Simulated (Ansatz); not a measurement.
## Co under changes of volume

One of the cells (10.886 Å³/atom); the others are scaled copies at fixed shape and fractional positions:

```
Co
1.0
     2.48736    0.00000    0.00000
    -1.24368    2.15412    0.00000
     0.00000    0.00000    4.06329
Co
2
Direct
  0.33333 0.66667 0.74014
  0.66667 0.33333 0.25986
```

| Property | Result |
| --- | --- |
| Program | Ansatz 0.2.0 |
| Functional | HSE06 |
| Potentials or basis | Ansatz PAW |
| Cutoff | 420 eV (not typed: the program's choice for these potentials) |
| k mesh | 8 × 8 × 4 |
| Occupations | fermi-dirac, width 0.05 eV |
| Spin | collinear spin, ferromagnetic start |
| Starting moments | [2.0, 2.0] μB |

```tsv
volume (Å³/atom)	energy over the lowest point (meV/atom)	pressure (GPa)	moment (μB per cell)	largest force (eV/Å)
10.233	?	?	?	?
10.450	77.99	16.1	3.56	0.383
10.668	56.55	13.3	3.56	0.454
10.886	41.54	9.2	3.56	0.433
11.103	27.51	8.9	3.60	0.368
11.321	11.67	10.3	3.87	0.168
11.539	0.00	6.8	3.87	0.140
```

Task: What does the run at 10.233 Å³/atom give?

Result: Energy over the lowest point 103.26 meV/atom; pressure 20.8 GPa; moment 3.56 μB per cell; largest force 0.393 eV/Å.

Worked out: A Birch-Murnaghan fit of order 3 (a polynomial in V^(-2/3)) to the other rows has no minimum within the range. It gives 102.80 meV/atom at 10.233 Å³/atom, against the run's 103.26, and -dE/dV = 20.9 GPa, against 20.8. The moment follows no smooth curve through the other rows.

Energies are extrapolated to zero smearing.

Caveats: all runs use coarse meshes; the magnetic or orbital state may not be the lowest; the PAW data sets come from PBE, with cores solved anew for the run's functional, which leaves a small shift of forces and pressure; the thresholds are loose for stress.
